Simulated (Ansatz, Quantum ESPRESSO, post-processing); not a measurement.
# BaS(001): dielectric constant from slabs in a field, part 5 of 6

How well do thin films like BaS(001), 5 layers screen a field, with the ions clamped and free?

Quantum ESPRESSO 7.5; plane-wave DFT, PBE, PseudoDojo norm-conserving pseudopotentials; geometry by Ansatz 0.2.0 with PAW datasets.

So far. Step 6 (Electrostatic potential, 5 layers): The slope in the vacuum is 0.100 eV/Å for an applied 0.10 V/Å, as it should be. Step 7 (Clamped-ion dielectric constant from the field inside …): ε = 0.0999 / 0.0209 = 4.78.

### Step 10. Relaxation with pw.x, 5 layers: ions relaxed in a field of 0.1 V/Å

Then it is relaxed in the field: cations and anions move against each other.

n5.r1.in reads:

```
&control
  prefix = 'n5.r1'
  outdir = './out'
  pseudo_dir = './pseudo'
  nstep = 30
  forc_conv_thr = 5e-05
  calculation = 'relax'
  tefield = .true.
  dipfield = .true.
  etot_conv_thr = 1e-07
/
&system
  ibrav = 0
  nat = 10
  ntyp = 2
  ecutwfc = 40
  ecutrho = 160
  occupations = 'fixed'
  edir = 3
  emaxpos = 0.97
  eopreg = 0.04
  eamp = 0.00194469
/
&electrons
  conv_thr = 1e-10
  mixing_beta = 0.5
  electron_maxstep = 120
/
&ions
/
ATOMIC_SPECIES
  Ba  137.3270  Ba.dojo-sr-pbe-0.4.1-standard.upf
  S   32.0600  S.dojo-sr-pbe-0.4.1-standard.upf
CELL_PARAMETERS angstrom
  4.56083873870000 0.00000000000000 0.00000000000000
  0.00000000000000 4.56083873870000 0.00000000000000
  0.00000000000000 0.00000000000000 28.90000000000000
ATOMIC_POSITIONS crystal
  Ba  -0.000000000000 0.000000000000 0.280164965952
  S   0.500000000000 0.500000000000 0.279807064670
  Ba  0.500000000000 0.500000000000 0.388672194954
  S   -0.000000000000 0.000000000000 0.388408352514
  Ba  0.000000000000 0.000000000000 0.499999995996
  S   0.500000000000 0.500000000000 0.500000002911
  Ba  0.500000000000 0.500000000000 0.611327799255
  S   0.000000000000 0.000000000000 0.611591653419
  Ba  0.000000000000 0.000000000000 0.719835029236
  S   0.500000000000 0.500000000000 0.720192941093
K_POINTS automatic
  4 4 1 0 0 0
```

On the command line:

```
OMP_NUM_THREADS=1 mpirun -n 8 pw.x -nk 1 -in n5.r1.in > n5.r1.out
```

Numbers of over 12 decimals in the logs are rounded to 6 here.

Output:

```text
[banner, memory and clock lines left out]
Program PWSCF v.7.5 starts
[citation notice left out]

[...]
bravais-lattice index     =            0
     lattice parameter (alat)  =       8.6187  a.u.
     unit-cell volume          =    4056.8026 (a.u.)^3
     number of atoms/cell      =           10
     number of atomic types    =            2
     number of electrons       =        80.00
     number of Kohn-Sham states=           40
     kinetic-energy cutoff     =      40.0000  Ry
     charge density cutoff     =     160.0000  Ry
     scf convergence threshold =      1.0E-10
     mixing beta               =       0.5000
     number of iterations used =            8  plain     mixing
     energy convergence thresh.=      1.0E-07
     force convergence thresh. =      5.0E-05
     Exchange-correlation= PBE
                           (   1   4   3   4   0   0   0)
     nstep                     =           30

[...]
PseudoPot. # 1 for Ba read from file:
     ./pseudo/Ba.dojo-sr-pbe-0.4.1-standard.upf
     Pseudo is Norm-conserving + core correction, Zval = 10.0
     Generated using ONCVPSP code by D. R. Hamann
     Using radial grid of 1958 points,  6 beta functions with:
                l(1) =   0
                l(2) =   0
                l(3) =   1
                l(4) =   1
                l(5) =   2
                l(6) =   2

     PseudoPot. # 2 for S  read from file:
     ./pseudo/S.dojo-sr-pbe-0.4.1-standard.upf
     Pseudo is Norm-conserving + core correction, Zval =  6.0
     Generated using ONCVPSP code by D. R. Hamann
     Using radial grid of 1146 points,  6 beta functions with:
                l(1) =   0
                l(2) =   0
                l(3) =   1
                l(4) =   1
                l(5) =   2
                l(6) =   2

     atomic species   valence    mass     pseudopotential
     Ba               10.00   137.32700     Ba( 1.00)
     S                 6.00    32.06000     S ( 1.00)

     No symmetry found

[...]
number of k points=    10
[...]
Dense  grid:   138903 G-vectors     FFT dimensions: (  36,  36, 225)

     Initial potential from superposition of free atoms

     starting charge      79.9171, renormalised to      80.0000

     negative rho (up, down):  8.954E-05 0.000E+00

     Adding external electric field

     Computed dipole along edir(3) :
        Dipole                0.0000 Ry au,          0.0000 Debye
        Dipole field          0.0000 Ry au,

        E field amplitude [Ha a.u.]:  1.9447E-03
        Potential amp.        0.2039 Ry
        Total length         52.4286 bohr

     Starting wfcs are   45 randomized atomic wfcs

     per-process dynamical memory:    31.9 Mb

     Self-consistent Calculation

     iteration #  1     ecut=    40.00 Ry     beta= 0.50
     Davidson diagonalization with overlap
     ethr =  1.00E-02,  avg # of iterations =  2.0

     negative rho (up, down):  4.322E-07 0.000E+00

     Adding external electric field

     Computed dipole along edir(3) :
        Dipole                0.3202 Ry au,          0.8138 Debye
        Dipole field          0.0010 Ry au,

        E field amplitude [Ha a.u.]:  1.9447E-03
        Potential amp.        0.0999 Ry
        Total length         52.4286 bohr

     total energy              =    -392.28802809 Ry
     estimated scf accuracy    <       1.16182137 Ry

     iteration #  2     ecut=    40.00 Ry     beta= 0.50
[...]
Dipole                0.2415 Ry au,          0.6138 Debye
[...]
E field amplitude [Ha a.u.]:  1.9447E-03
[...]
total energy              =    -392.72157926 Ry
     estimated scf accuracy    <       0.22634513 Ry

     iteration #  3     ecut=    40.00 Ry     beta= 0.50
[...]
Dipole                0.3590 Ry au,          0.9125 Debye
[...]
E field amplitude [Ha a.u.]:  1.9447E-03
[...]
total energy              =    -392.74382836 Ry
     estimated scf accuracy    <       0.02447611 Ry

     iteration #  4     ecut=    40.00 Ry     beta= 0.50
[...]
Dipole                0.2739 Ry au,          0.6961 Debye
[...]
E field amplitude [Ha a.u.]:  1.9447E-03
[...]
total energy              =    -392.75623914 Ry
     estimated scf accuracy    <       0.02303266 Ry

     iteration #  5     ecut=    40.00 Ry     beta= 0.50
[...]
Dipole                0.2984 Ry au,          0.7585 Debye
[...]
E field amplitude [Ha a.u.]:  1.9447E-03
[...]
total energy              =    -392.75364024 Ry
     estimated scf accuracy    <       0.00983028 Ry

     iteration #  6     ecut=    40.00 Ry     beta= 0.50
[...]
Dipole                0.2730 Ry au,          0.6938 Debye
[...]
E field amplitude [Ha a.u.]:  1.9447E-03
[...]
total energy              =    -392.75460823 Ry
     estimated scf accuracy    <       0.00078212 Ry

[...]
iteration # 13     ecut=    40.00 Ry     beta= 0.50
[...]
Dipole                0.2873 Ry au,          0.7302 Debye
[...]
E field amplitude [Ha a.u.]:  1.9447E-03
[...]
total energy              =    -392.75505608 Ry
     estimated scf accuracy    <          9.0E-09 Ry

     iteration # 14     ecut=    40.00 Ry     beta= 0.50
[...]
Dipole                0.2872 Ry au,          0.7300 Debye
[...]
E field amplitude [Ha a.u.]:  1.9447E-03
[...]
total energy              =    -392.75505609 Ry
     estimated scf accuracy    <          6.6E-10 Ry

[...]
!    total energy              =    -392.75505610 Ry
     estimated scf accuracy    <          5.9E-11 Ry

     The total energy is the sum of the following terms:
     one-electron contribution =   -2083.94011856 Ry
     hartree contribution      =    1060.28988009 Ry
     xc contribution           =     -98.83872980 Ry
     ewald contribution        =     729.73477382 Ry
     electric field correction =      -0.00086165 Ry

     convergence has been achieved in  16 iterations

     Forces acting on atoms (cartesian axes, Ry/au):

     atom    1 type  1   force =    -0.00000001    0.00000001    0.00131852
     atom    2 type  2   force =     0.00000004    0.00000002   -0.00291051
     atom    3 type  1   force =    -0.00000002    0.00000000    0.00217446
     atom    4 type  2   force =     0.00000001   -0.00000002   -0.00192941
     atom    5 type  1   force =    -0.00000001    0.00000000    0.00212488
     atom    6 type  2   force =    -0.00000002    0.00000000   -0.00211480
     atom    7 type  1   force =     0.00000000    0.00000000    0.00191623
     atom    8 type  2   force =     0.00000002   -0.00000001   -0.00221379
     atom    9 type  1   force =    -0.00000002   -0.00000001    0.00279897
     atom   10 type  2   force =     0.00000001    0.00000000   -0.00116454

     Total force =     0.006739     Total SCF correction =     0.000027

     BFGS Geometry Optimization
     Energy error            =      4.5E-05 Ry
     Gradient error          =      2.9E-03 Ry/Bohr

     number of scf cycles    =   1
     number of bfgs steps    =   0

     energy             new  =    -392.7550560992 Ry

     new trust radius        =       0.0029105084 bohr
     new conv_thr            =            1.0E-10 Ry

ATOMIC_POSITIONS (crystal)
Ba              -0.0000000009        0.0000000011        0.2801891088
S                0.5000000044        0.5000000019        0.2797537714
Ba               0.4999999981        0.5000000001        0.3887120107
S                0.0000000006       -0.0000000029        0.3883730238
Ba              -0.0000000010        0.0000000005        0.5000389038
S                0.4999999979        0.5000000001        0.4999612795
Ba               0.5000000001        0.5000000004        0.6113628866
S                0.0000000021       -0.0000000011        0.6115511176
Ba              -0.0000000022       -0.0000000006        0.7198862802
S                0.5000000010        0.5000000005        0.7201716176

[...]
NEW-OLD atomic charge density approx. for the potential

     negative rho (up, down):  8.368E-08 0.000E+00

     Adding external electric field

     Computed dipole along edir(3) :
        Dipole                0.2874 Ry au,          0.7306 Debye
        Dipole field          0.0009 Ry au,

        E field amplitude [Ha a.u.]:  1.9447E-03
        Potential amp.        0.1106 Ry
        Total length         52.4286 bohr

     per-process dynamical memory:    38.7 Mb

[...]
!    total energy              =    -392.75509681 Ry
[...]
Total force =     0.005362     Total SCF correction =     0.000026
[...]
number of bfgs steps    =   1
[...]
energy             new  =    -392.7550968138 Ry
[...]
new trust radius        =       0.0032015593 bohr
[...]
!    total energy              =    -392.75512869 Ry
[...]
Total force =     0.004036     Total SCF correction =     0.000013
[...]
number of bfgs steps    =   2
[...]
energy             new  =    -392.7551286885 Ry
[...]
new trust radius        =       0.0048023389 bohr
[...]
!    total energy              =    -392.75515821 Ry
[...]
Total force =     0.002418     Total SCF correction =     0.000023
[...]
number of bfgs steps    =   3
[...]
energy             new  =    -392.7551582101 Ry
[...]
new trust radius        =       0.0072035084 bohr
[...]
!    total energy              =    -392.75517473 Ry
[...]
Total force =     0.001531     Total SCF correction =     0.000011
[...]
number of bfgs steps    =   4
[...]
energy             new  =    -392.7551747297 Ry
[...]
new trust radius        =       0.0020622486 bohr
[...]
!    total energy              =    -392.75517740 Ry
[...]
Total force =     0.001540     Total SCF correction =     0.000010
[...]
number of bfgs steps    =   5
[...]
energy             new  =    -392.7551773959 Ry
[...]
WARNING: bfgs curvature condition failed, Theta= 0.999
     new trust radius        =       0.0022684734 bohr
[...]
!    total energy              =    -392.75521576 Ry
[...]
Total force =     0.000838     Total SCF correction =     0.000012
[...]
number of bfgs steps    =  14
[...]
energy             new  =    -392.7552157628 Ry
[...]
new trust radius        =       0.0021055749 bohr
[...]
Self-consistent Calculation

     iteration #  1     ecut=    40.00 Ry     beta= 0.50
     Davidson diagonalization with overlap
     ethr =  1.00E-06,  avg # of iterations =  2.0

     Threshold (ethr) on eigenvalues was too large:
     Diagonalizing with lowered threshold

     Davidson diagonalization with overlap
     ethr =  2.87E-09,  avg # of iterations =  5.0

     Adding external electric field

     Computed dipole along edir(3) :
        Dipole                0.3445 Ry au,          0.8755 Debye
        Dipole field          0.0011 Ry au,

        E field amplitude [Ha a.u.]:  1.9447E-03
        Potential amp.        0.0920 Ry
        Total length         52.4286 bohr

     total energy              =    -392.75521649 Ry
     estimated scf accuracy    <       0.00000091 Ry

[...]
iteration #  8     ecut=    40.00 Ry     beta= 0.50
[...]
Dipole                0.3419 Ry au,          0.8689 Debye
[...]
E field amplitude [Ha a.u.]:  1.9447E-03
[...]
End of self-consistent calculation

          k = 0.0000 0.0000 0.0000 ( 17429 PWs)   bands (ev):

   -25.2196 -25.1613 -24.9813 -24.8628 -24.8128 -10.7045 -10.6415 -10.4808
   -10.3452 -10.3036 -10.3036 -10.2436 -10.2436 -10.1517 -10.1517 -10.0998
   -10.0164 -10.0164  -9.9643  -9.9643  -8.9633  -8.8916  -8.7172  -8.5717
    -8.4509   0.1076   0.2091   0.5496   0.8391   0.9972   0.9972   1.0347
     1.0347   1.1011   1.1011   1.1229   1.3329   1.3329   1.4006   1.4006

          k = 0.0000 0.2500 0.0000 ( 17329 PWs)   bands (ev):

   -25.2131 -25.1548 -24.9737 -24.8571 -24.8069 -10.8417 -10.7779 -10.7185
   -10.6669 -10.5709 -10.4412 -10.2761 -10.2761 -10.2160 -10.1353 -10.1174
   -10.0433 -10.0083  -9.9993  -9.9500  -8.5135  -8.4905  -8.3578  -8.2369
    -8.1405  -0.1055  -0.0707   0.1995   0.3235   0.3801   0.4781   0.5406
     0.5627   0.5869   0.6079   0.6795   0.8353   0.8470   0.9035   1.0463

[...]
highest occupied level (ev):     1.4006

!    total energy              =    -392.75521689 Ry
     estimated scf accuracy    <          1.9E-12 Ry

     The total energy is the sum of the following terms:
     one-electron contribution =   -2070.42768816 Ry
     hartree contribution      =    1053.51788821 Ry
     xc contribution           =     -98.82801291 Ry
     ewald contribution        =     722.98356357 Ry
     electric field correction =      -0.00096760 Ry

     con
```

Wall time 6.4 min (8 MPI ranks of Arm Neoverse V2, shared host); peak memory 0.63 GiB.

Read from the output:

```
free energy                    : -5343.7070 eV
dipole along the normal        : 0.1817 e·Å
valence top, on the run's zero : 1.399 eV
```

Against the field-free geometry the cations move by +0.0055 Å and the anions by -0.0055 Å along the field, on average.

### Step 11. Electrostatic potential, 5 layers

n5.r1.pot.in reads:

```
&inputpp
  prefix = 'n5.r1'
  outdir = './out'
  filplot = 'n5.r1.pot.dat'
  plot_num = 11
/
```

On the command line:

```
OMP_NUM_THREADS=1 mpirun -n 8 pp.x -in n5.r1.pot.in > n5.r1.pot.out
```

It took 0.77 s on 8 MPI ranks; peak memory 0.12 GiB; 5.3 s of CPU time.

Numbers from this step:

| Property | Result |
| --- | --- |
| slope of the potential above | 0.1002 eV/Å |
| upper vacuum line continued to the top atoms, over the valence top | 4.041 eV |
| slope of the potential below | 0.09977 eV/Å |
| lower vacuum line continued to the bottom atoms, over the valence top | 4.344 eV |

The slope in the vacuum is 0.100 eV/Å for an applied 0.10 V/Å, as it should be.

### Step 12. Relaxed-ion response of the slab in a field, 5 layers

Read from the output:

| Property | Result |
| --- | --- |
| change of slope in the vacuum | 0.09995 eV/Å |
| polarisability a cell | 26.18 Å³ |
| sheet polarisability 4πα/A | 15.81 Å |
| change of slope inside | 0.004643 eV/Å |
| dielectric constant | 21.53 |

Running mean over one layer period, set to zero at the slab's centre. The change of the potential energy, second field less first by z:

z (Å), change of the potential energy, second field less first (eV) and a bar from the least value:
```
        0     -0.117 ############
        1     -0.412 ##
        2     -0.455 
        3     -0.355 ###
        4     -0.256 #######
        5     -0.161 ##########
        6     -0.082 #############
        7     -0.039 ###############
        8     -0.034 ###############
        9     -0.036 ###############
       10     -0.035 ###############
       11     -0.029 ###############
       12     -0.015 ###############
       13     -0.004 ################
       14     -0.001 ################
       15      0.002 ################
       16      0.009 ################
       17      0.017 ################
       18      0.030 #################
       19      0.036 #################
       20      0.035 #################
       21      0.032 #################
       22      0.036 #################
       23      0.083 ###################
       24      0.169 ######################
       25      0.266 #########################
       26      0.365 #############################
       27      0.405 ##############################
       28      0.158 #####################
```

With free ions the inner slope is small and wavy, so this ratio hangs on the window of the fit and is not taken as the result.

ε = 0.0999 / 0.0046 = 21.53.

### Step 13. Geometry from Ansatz, 9 layers

Level of this step: plane-wave DFT, PBE, Ansatz PAW (Ansatz 0.2.0).

System of this step: BaS(001), 9 layers. The cell holds 18 atoms: 9 Ba and 9 S. Cell: a = 4.561 Å, b = 4.561 Å, c = 41.800 Å, α = 90.0°, β = 90.0°, γ = 90.0°. It derives from BaS. Vacuum lies along c.

input.yaml reads:

```yaml
crystal:
  lattice:
    - [4.5608387387, 0.0, 0.0]
    - [0.0, 4.5608387387, 0.0]
    - [0.0, 0.0, 41.8]
  atoms:
    - { symbol: Ba, position: [0.0, 0.0, 0.1913875598] }
    - { symbol: S, position: [0.5, 0.5, 0.1913875598] }
    - { symbol: Ba, position: [0.5, 0.5, 0.2685406699] }
    - { symbol: S, position: [0.0, 0.0, 0.2685406699] }
    - { symbol: Ba, position: [0.0, 0.0, 0.3456937799] }
    - { symbol: S, position: [0.5, 0.5, 0.3456937799] }
    - { symbol: Ba, position: [0.5, 0.5, 0.42284689] }
    - { symbol: S, position: [0.0, 0.0, 0.42284689] }
    - { symbol: Ba, position: [0.0, 0.0, 0.5] }
    - { symbol: S, position: [0.5, 0.5, 0.5] }
    - { symbol: Ba, position: [0.5, 0.5, 0.57715311] }
    - { symbol: S, position: [0.0, 0.0, 0.57715311] }
    - { symbol: Ba, position: [0.0, 0.0, 0.6543062201] }
    - { symbol: S, position: [0.5, 0.5, 0.6543062201] }
    - { symbol: Ba, position: [0.5, 0.5, 0.7314593301] }
    - { symbol: S, position: [0.0, 0.0, 0.7314593301] }
    - { symbol: Ba, position: [0.0, 0.0, 0.8086124402] }
    - { symbol: S, position: [0.5, 0.5, 0.8086124402] }
kpoints:
  mp_grid: { grid: [4, 4, 1] }
hamiltonian:
  xc: pbe
scf:
  occupations: { method: fixed }
  convergence: { dr2_threshold: 1.0e-09 }
efield:
  axis: 3
  dipole_correction: true
  ramp_position: 0.97
  ramp_width: 0.04
relax:
  f_tol: 0.003
output:
  write_potential: true
  write_density: true
  volumetric_format: npy
```

On the command line:

```
ansatz run input.yaml --threads 8 --pin off --max-ram 16384MiB --backend cpu --events-out ev --progress --plain --runs-dir out
```

Output:

```text
[...]
Crystal: 18 atoms, lattice volume = 869.492 Å³
Basis set: ecut = 420 eV, 16987 PW (Γ), exchange–correlation on 64×64×576 points (8 copies of the dense FFT grid, shifted against one another)
Bands: 90, of which v1, the nominal top of the filled ones, is band 72 counted from 1 (71 counted from 0)
Symmetry: 8 space group operations
k-points: 6 of 16
[...]
- { symbol: S, position: [0.5, 0.5, 0.500000] }
    - { symbol: Ba, position: [0.5, 0.5, 0.576780] }
    - { symbol: S, position: [0, 0.0, 0.576833] }
    - { symbol: Ba, position: [0, 0.0, 0.653580] }
    - { symbol: S, position: [0.5, 0.5, 0.653433] }
    - { symbol: Ba, position: [0.5, 0.5, 0.730539] }
    - { symbol: S, position: [0, 0.0, 0.730781] }
    - { symbol: Ba, position: [0, 0.0, 0.805583] }
    - { symbol: S, position: [0.5, 0.5, 0.805798] }
[key lines of the parts left out:]
SCF converged after 5 iterations
Free energy (F): -61701.947820 eV
Fermi energy:    2.649165 eV
Dipole field:    D = 0.000001 V/Å  (p = 0.000003 e·Å, saw-weighted, corrected)
Work function:   Φ+ = 4.2507 eV   Φ− = 4.2507 eV
```

Run time: 29 s. Hardware: 8 threads; peak memory 2.3 GiB.

Step by step:

| step | energy less that of the first step (eV) | largest force component (eV/Å) |
| --- | --- | --- |
| 1 | 0.0000 | 0.1972 |
| 2 | -0.0238 | 0.1022 |
| 3 | -0.0284 | 0.0142 |
| 4 | -0.0284 | 0.0032 |
| 5 | -0.0284 | 0.0001 |

Forces are held to the 8 operations that the run works with; a distortion that breaks them can't arise in this run.

The atoms that moved most (Å):

| atom | dx | dy | dz | length |
| --- | --- | --- | --- | --- |
| Ba17 | 0.000 | 0.000 | -0.127 | 0.127 |
| Ba1 | 0.000 | 0.000 | 0.127 | 0.127 |
| S2 | 0.000 | 0.000 | 0.118 | 0.118 |
| S18 | 0.000 | 0.000 | -0.118 | 0.118 |
| Ba15 | 0.000 | 0.000 | -0.038 | 0.038 |
| Ba3 | 0.000 | 0.000 | 0.038 | 0.038 |
| S6 | 0.000 | 0.000 | 0.036 | 0.036 |
| S14 | 0.000 | 0.000 | -0.036 | 0.036 |

The relaxation lowers the energy by 2 meV an atom.

This step gave:

| Property | Result |
| --- | --- |
| free energy | -61701.9478 eV |
| gap by band count | 2.086 eV |
| dipole along the normal | 3.37e-6 e·Å |
| valence top, on the run's zero | 2.649 eV |
| vacuum level at the upper face over the valence top of the mesh | 4.251 eV |
| vacuum level at the lower face over the valence top of the mesh | 4.251 eV |

[end of part 5 of 6]

[Logs are printed without paths, hosts, clocks, repeated set-up lines and the standing remarks that a program may print on its own settings, such as how far it seeks lower states.]

[Hosts, paths, dates, database ids (printed as entryN), source tags and the programs' standing remarks are cut or masked in the printed files.]

[Maps of the electrostatic potential energy from Ansatz leave out the sawtooth potential of an applied field or a dipole correction, so their vacuum need not be flat; planar profiles and work functions include it.]
